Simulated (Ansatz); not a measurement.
## Sr (Im-3m), tetragonal deformation path

Method: DFT PBE, scalar-relativistic, plane waves, PAW (Ansatz 0.2.0). Settings: plane waves to 420 eV, k-mesh 20×20×20 (Γ-centred), Gaussian smearing 0.15 eV. No spin polarisation. Energies are free energies at this smearing, counted from the undisturbed cell; pressure is positive in compression.

Reference structure (relaxed at this level; with this scan's settings it stands at 0.1 GPa; this bcc form isn't the usual structure):

```
Sr
1.0
    -2.37523    2.37523    2.37523
     2.37523   -2.37523    2.37523
     2.37523    2.37523   -2.37523
Sr
1
Direct
  0.00000 0.00000 0.00000
```

At fixed volume and fractional coordinates, lengths along (0.000, 0.000, 1.000) are scaled against those across it; ρ is that ratio over its starting value. The cell is metallic on the mesh throughout.

```csv
ρ,ΔE (meV/atom),pressure (GPa)
0.707,146.0,0.8
0.850,16.5,0.3
1.000,0.0,0.1
1.200,?,?
1.414,-6.2,0.3
```

Problem. Give the withheld values.

Solution. ΔE (meV/atom) at ρ = 1.200: 0.1; pressure (GPa) at ρ = 1.200: 0.2.